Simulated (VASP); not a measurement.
# SiC (F-43m) in VASP: band structure with HF

Aim: the band structure of SiC with HF.

Everything below comes from runs of VASP 6.6.1. Logs are shortened: lines on timing, memory, paths and dates and some standing lists are left out, and cuts for length are marked.

**Measured values to compare with.**

“Insight into the structural, elastic and electronic properties of a new orthorhombic 6O-SiC polytype”, 2020, pmc:7200658 quotes, for a bulk crystal of SiC: band gap 2.4 eV (indirect).

How close the calculation comes is told below.

**1. Starting point**

The structure is cubic, space group F-43m (No. 216). The conventional cell has a = 4.379 Å, b = 4.379 Å, c = 4.379 Å, α = 90.00°, β = 90.00°, γ = 90.00°. Around Si (site symmetry -43m) lie 4 C at 1.90 Å. C (site symmetry -43m) is surrounded by 4 Si at 1.90 Å.

**2. Band structure, HF**

POSCAR

```
SiC                                     
1.0
    0.0000000000      2.1897021501      2.1897021501
    2.1897021501      0.0000000000      2.1897021501
    2.1897021501      2.1897021501      0.0000000000
  Si              C             
     1     1
Direct
     0.0000000000000000    0.0000000000000000    0.0000000000000000
     0.2500000000000000    0.2500000000000000    0.2500000000000000
```

INCAR.step1

```
ALGO     = Normal         # electronic algorithm
EDIFF    = 1E-5           # SCF threshold, eV
ENCUT    = 520            # plane-wave cutoff, eV
GGA      = PE             # functional
ISIF     = 2              # what is computed and relaxed
ISMEAR   = 0              # smearing method
KPAR     = 4            
LASPH    = T              # aspherical terms in the spheres
LCHARG   = F              # write CHGCAR
LREAL    = F              # projectors in reciprocal space
LWAVE    = T              # write WAVECAR
NBANDS   = 11             # bands
NELM     = 100            # most SCF steps
PREC     = Accurate       # precision mode
SIGMA    = 0.02           # smearing width, eV
```

INCAR.step2

```
AEXX     = 1.0            # exact-exchange fraction
AGGAC    = 0.0          
ALDAC    = 0.0          
ALGO     = Normal         # electronic algorithm
EDIFF    = 1E-7           # SCF threshold, eV
ENCUT    = 520            # plane-wave cutoff, eV
GGA      = PE             # functional
HFRCUT   = -1           
ISIF     = 2              # what is computed and relaxed
ISMEAR   = 0              # smearing method
ISTART   = 1            
KPAR     = 4            
LASPH    = T              # aspherical terms in the spheres
LCHARG   = F              # write CHGCAR
LHFCALC  = T              # exact exchange
LREAL    = F              # projectors in reciprocal space
LWAVE    = F              # write WAVECAR
NBANDS   = 11             # bands
NELM     = 100            # most SCF steps
PREC     = Accurate       # precision mode
PRECFOCK = Fast         
SIGMA    = 0.02           # smearing width, eV
```

KPOINTS

```
k-points
0
Gamma
  8 8 8
```

KPOINTS_OPT

```
path GXWKGLUWLK,UX
8
line-mode
reciprocal
 0.0000000000  0.0000000000  0.0000000000  G
 0.5000000000  0.0000000000  0.5000000000  X

 0.5000000000  0.0000000000  0.5000000000  X
 0.5000000000  0.2500000000  0.7500000000  W

 0.5000000000  0.2500000000  0.7500000000  W
 0.3750000000  0.3750000000  0.7500000000  K

 0.3750000000  0.3750000000  0.7500000000  K
 0.0000000000  0.0000000000  0.0000000000  G

 0.0000000000  0.0000000000  0.0000000000  G
 0.5000000000  0.5000000000  0.5000000000  L

 0.5000000000  0.5000000000  0.5000000000  L
 0.6250000000  0.2500000000  0.6250000000  U

 0.6250000000  0.2500000000  0.6250000000  U
 0.5000000000  0.2500000000  0.7500000000  W

 0.5000000000  0.2500000000  0.7500000000  W
 0.5000000000  0.5000000000  0.5000000000  L

 0.5000000000  0.5000000000  0.5000000000  L
 0.3750000000  0.3750000000  0.7500000000  K

 0.6250000000  0.2500000000  0.6250000000  U
 0.5000000000  0.0000000000  0.5000000000  X
```

Potentials or basis: VASP PAW PBE potentials, release 64 (Si, C).

Started as:

```
$ cat potpaw_PBE.64/Si/POTCAR potpaw_PBE.64/C/POTCAR > POTCAR
$ cp INCAR.step1 INCAR
$ mpirun -np 4 vasp_std > vasp.out
$ cp INCAR.step2 INCAR
$ mpirun -np 4 vasp_std > vasp.out
```

OUTCAR:

```text
AEXX = 1.0
   EDIFF = 1E-7
   ENCUT = 520
   GGA = PE
   ISIF = 2
   ISMEAR = 0
   ISTART = 1
   LASPH = T
   LHFCALC = T
   LREAL = F
   NELM = 100
   PREC = Accurate
   PRECFOCK = Fast

 ion  position               nearest neighbor table
   1  0.000  0.000  0.000-   2 1.90   2 1.90   2 1.90   2 1.90
   2  0.250  0.250  0.250-   1 1.90   1 1.90   1 1.90   1 1.90

  LATTYP: Found a face centered cubic cell.
 ALAT       =     4.3794043002

  Lattice vectors:

 A1 = (   0.0000000000,   2.1897021501,   2.1897021501)
 A2 = (   2.1897021501,   0.0000000000,   2.1897021501)
 A3 = (   2.1897021501,   2.1897021501,   0.0000000000)

Analysis of symmetry for initial positions (statically):
=====================================================================
 Subroutine PRICEL returns:
 Original cell was already a primitive cell.

 Routine SETGRP: Setting up the symmetry group for a
 face centered cubic supercell.

 Subroutine GETGRP returns: Found 24 space group operations
 (whereof 24 operations were pure point group operations)
 out of a pool of 48 trial point group operations.

The static configuration has the point symmetry T_d .

Analysis of symmetry for dynamics (positions and initial velocities):
=====================================================================
 Subroutine PRICEL returns:
 Original cell was already a primitive cell.

 Routine SETGRP: Setting up the symmetry group for a
 face centered cubic supercell.

 Subroutine GETGRP returns: Found 24 space group operations
 (whereof 24 operations were pure point group operations)
 out of a pool of 48 trial point group operations.

The dynamic configuration has the point symmetry T_d .

 Subroutine INISYM returns: Found 24 space group operations
 (whereof 24 operations are pure point group operations),
 and found     1 'primitive' translations

----------------------------------------------------------------------------------------

                                     Primitive cell

  volume of cell :      20.9983

  direct lattice vectors                    reciprocal lattice vectors
     0.000000000  2.189702150  2.189702150    -0.228341558  0.228341558  0.228341558
     2.189702150  0.000000000  2.189702150     0.228341558 -0.228341558  0.228341558
     2.189702150  2.189702150  0.000000000     0.228341558  0.228341558 -0.228341558

  length of vectors
     3.096706478  3.096706478  3.096706478     0.395499180  0.395499180  0.395499180

[... 96 lines left out ...]
   EFERMI_NEDOS =   21; number of points for ismear=-14 and -15
   IALGO  =     38    algorithm
   IMIX   =      1    mixing-type and parameters
     AMIX     =   0.40;   BMIX     =  1.00
     AMIX_MAG =   1.60;   BMIX_MAG =  1.00
  volume/ion in A,a.u.               =      10.50        70.85
  Fermi-wavevector in a.u.,A,eV,Ry     =   1.186797  2.242721 19.163632  1.408487
  Thomas-Fermi vector in A             =   2.322962
   LORBIT       =      0    0 simple, 1 ext, 2 COOP (PROOUT), +10 PAW based schemes
   GGA     = PE    functional components
   LHFCALC =     T    Hartree Fock is set to
   PRECFOCK=fast      Normal, Fast or Accurate (Low or Medium for compatibility)
   ENCUT4O =  -1.0   cutoff for four orbital integrals eV
   NKREDX  =     1    reduce k-point grid by
   NKREDY  =     1    reduce k-point grid by
   NKREDZ  =     1    reduce k-point grid by
   AEXX    =    1.0000 exact exchange contribution
   HFSCREEN=    0.0000 screening length (either q_TF or 0.3 A-1)
   HFSCREENC=   0.0000 screening length for correlation (either q_TF or 0.3 A-1)
   ENCUTFOCK=  -1.0 apply spherical cutoff to Coloumb kernel
   IVDW    =     0    specifies the selected vdW correction
   LEPSILON=     F    determine dielectric tensor
   LRPA    =     F    only Hartree local field effects (RPA)
 non-spin polarized calculation
 Gauss-broadening in eV      SIGMA  =   0.02
  energy-cutoff  :      520.00
  volume of cell :       21.00
 maximum number of plane-waves:       588
  NGX = 14; NGY = 14; NGZ = 14

 number of electron       8.0000001 magnetization

 Free energy of the ion-electron system (eV)
  ---------------------------------------------------
  ext. energy  EPLUGINS =         0.00000000
  ---------------------------------------------------
  free energy    TOTEN  =       -25.67459927 eV

  energy without entropy =      -25.67459927  energy(sigma->0) =      -25.67459927

 E-fermi :   5.2966     XC(G=0):   0.0000

 val. band max:        5.1675055030   @ k =   0.0000   0.0000   0.0000
 cond. band min:      13.8596901140   @ k =   0.5000   0.5000   0.0000
 fundamental gap:      8.6921846110
 Fermi energy:         5.2965952951

 k-point     1 :       0.0000    0.0000    0.0000
  band No.  band energies     occupation
      1     -16.2099      2.00000
      2       5.1675      2.00000
      3       5.1675      2.00000
      4       5.1675      2.00000
      5      20.0977      0.00000
      6      20.9582      0.00000
      7      20.9582      0.00000
      8      20.9582      0.00000
      9      29.4038      0.00000
     10      29.4038      0.00000
     11      31.1093      0.00000
[... 309 lines left out ...]
 k-point    24 :      -0.3750    0.2500    0.1250
  band No.  band energies     occupation
      1     -10.8623      2.00000
      2      -5.3047      2.00000
      3       0.2586      2.00000
      4       2.2468      2.00000
      5      18.5552      0.00000
      6      20.9927      0.00000
      7      24.7434      0.00000
      8      25.9837      0.00000
      9      28.6207      0.00000
     10      31.7342      0.00000
     11      34.7432      0.00000

 [... further k-points ...]

------------------------ aborting loop because EDIFF is reached ----------------------------------------

  FORCE on cell =-STRESS in cart. coord.  units (eV):
  Direction    XX          YY          ZZ          XY          YZ          ZX
  --------------------------------------------------------------------------------------
  -------------------------------------------------------------------------------------
  Total       -0.4331777     -0.4331777     -0.4331777      0.0000000     -0.0000000     -0.0000000
  in kB      -33.0515313    -33.0515313    -33.0515313      0.0000000     -0.0000000     -0.0000000
  external PRESSURE =     -33.0515313 kB  Pullay stress =       0.0000000 kB

 VOLUME and BASIS-vectors are now :
 -----------------------------------------------------------------------------
  energy-cutoff  :      520.00
  volume of cell :       21.00
      direct lattice vectors                 reciprocal lattice vectors
     0.000000000  2.189702150  2.189702150    -0.228341558  0.228341558  0.228341558
     2.189702150  0.000000000  2.189702150     0.228341558 -0.228341558  0.228341558
     2.189702150  2.189702150  0.000000000     0.228341558  0.228341558 -0.228341558

 POSITION                                       TOTAL-FORCE (eV/Angst)
 -----------------------------------------------------------------------------------
      0.00000      0.00000      0.00000         0.000000      0.000000      0.000000
      1.09485      1.09485      1.09485        -0.000000     -0.000000     -0.000000
 -----------------------------------------------------------------------------------
    total drift:                                0.000002     -0.000001      0.000000

  FREE ENERGIE OF THE ION-ELECTRON SYSTEM (eV)
  ---------------------------------------------------
  free  energy   TOTEN  =       -25.6745992736 eV

  energy  without entropy=      -25.6745992736  energy(sigma->0) =      -25.67459927
```

OSZICAR.step1:

```text
N       E                     dE             d eps       ncg     rms          rms(c)
DAV:   1     0.244569038094E+01    0.24457E+01   -0.38704E+03   673   0.602E+02
DAV:   2    -0.162984982079E+02   -0.18744E+02   -0.17823E+02   811   0.107E+02
DAV:   3    -0.168727760098E+02   -0.57428E+00   -0.57345E+00   779   0.157E+01
DAV:   4    -0.168750238930E+02   -0.22479E-02   -0.22477E-02   750   0.127E+00
DAV:   5    -0.168750342312E+02   -0.10338E-04   -0.10338E-04   779   0.792E-02    0.866E+00
DAV:   6    -0.151126175410E+02    0.17624E+01   -0.64715E+00   713   0.113E+01    0.382E+00
DAV:   7    -0.150671596998E+02    0.45458E-01   -0.36388E-01   761   0.346E+00    0.176E+00
DAV:   8    -0.150595636317E+02    0.75961E-02   -0.19937E-02   716   0.940E-01    0.171E-01
DAV:   9    -0.150596727912E+02   -0.10916E-03   -0.16393E-03   810   0.229E-01    0.112E-01
DAV:  10    -0.150597856576E+02   -0.11287E-03   -0.24220E-04   716   0.942E-02    0.258E-02
DAV:  11    -0.150597879556E+02   -0.22980E-05   -0.43001E-05   749   0.337E-02
   1 F= -.15059788E+02 E0= -.15059788E+02  d E =-.253894E-12
```

Run time: 18 min. Hardware: 4 MPI ranks of AMD EPYC 7R43 (Zen 3), shared host; peak memory 0.16 GiB.

What came out:

* Free energy: -25.6746 eV
* Pressure: -3.3 GPa
* Band gap on the k mesh: 8.69 eV, indirect (least direct gap 12.99 eV)
* Band gap along the path: 8.69 eV, indirect (least direct gap 12.99 eV)

Levels at the corners of the path, in eV from the valence-band top:
| point | band 1 | band 2 | band 3 | band 4 | band 5 | band 6 | band 7 | band 8 | band 9 |
| --- | --- | --- | --- | --- | --- | --- | --- | --- | --- |
| Γ | -21.38 | 0.00 | 0.00 | 0.00 | 14.93 | 15.79 | 15.79 | 15.79 | 24.24 |
| X | -15.01 | -10.55 | -4.30 | -4.30 | 8.69 | 12.08 | 24.92 | 24.92 | 25.86 |
| X | -15.01 | -10.55 | -4.30 | -4.30 | 8.69 | 12.08 | 24.92 | 24.92 | 25.86 |
| W | -14.77 | -9.55 | -6.53 | -5.87 | 13.32 | 18.40 | 18.78 | 19.01 | 25.21 |
| W | -14.77 | -9.55 | -6.53 | -5.87 | 13.32 | 18.40 | 18.78 | 19.01 | 25.21 |
| K | -15.04 | -9.85 | -7.15 | -3.49 | 10.77 | 16.42 | 21.88 | 22.70 | 23.36 |
| K | -15.04 | -9.85 | -7.15 | -3.49 | 10.77 | 16.42 | 21.88 | 22.70 | 23.36 |
| Γ | -21.38 | 0.00 | 0.00 | 0.00 | 14.93 | 15.79 | 15.79 | 15.79 | 24.24 |
| Γ | -21.38 | 0.00 | 0.00 | 0.00 | 14.93 | 15.79 | 15.79 | 15.79 | 24.24 |
| L | -16.87 | -11.42 | -1.46 | -1.46 | 13.66 | 15.73 | 15.73 | 19.57 | 26.47 |
| L | -16.87 | -11.42 | -1.46 | -1.46 | 13.66 | 15.73 | 15.73 | 19.57 | 26.47 |
| U | -15.04 | -9.85 | -7.15 | -3.49 | 10.77 | 16.42 | 21.88 | 22.70 | 23.36 |
| U | -15.04 | -9.85 | -7.15 | -3.49 | 10.77 | 16.42 | 21.88 | 22.70 | 23.36 |
| W | -14.77 | -9.55 | -6.53 | -5.87 | 13.32 | 18.40 | 18.78 | 19.01 | 25.21 |
| W | -14.77 | -9.55 | -6.53 | -5.87 | 13.32 | 18.40 | 18.78 | 19.01 | 25.21 |
| L | -16.87 | -11.42 | -1.46 | -1.46 | 13.66 | 15.73 | 15.73 | 19.57 | 26.47 |
| L | -16.87 | -11.42 | -1.46 | -1.46 | 13.66 | 15.73 | 15.73 | 19.57 | 26.47 |
| K | -15.04 | -9.85 | -7.15 | -3.49 | 10.77 | 16.42 | 21.88 | 22.70 | 23.36 |
| U | -15.04 | -9.85 | -7.15 | -3.49 | 10.77 | 16.42 | 21.88 | 22.70 | 23.36 |
| X | -15.01 | -10.55 | -4.30 | -4.30 | 8.69 | 12.08 | 24.92 | 24.92 | 25.86 |

Caveat: the PAW data sets were made with another functional, which shifts forces and pressure a little.

**3. Against experiment**

Step 2. A measured gap of SiC is 2.4 eV (indirect; quoted in “Insight into the structural, elastic and electronic properties of a new orthorhombic 6O-SiC polytype”, 2020, pmc:7200658); the calculated 8.69 eV misses it by +6.29 eV. So large a miss can be the level of theory's own, or it may mean another phase, state or a wrong row. The value is that of HF, without temperature or zero-point motion.
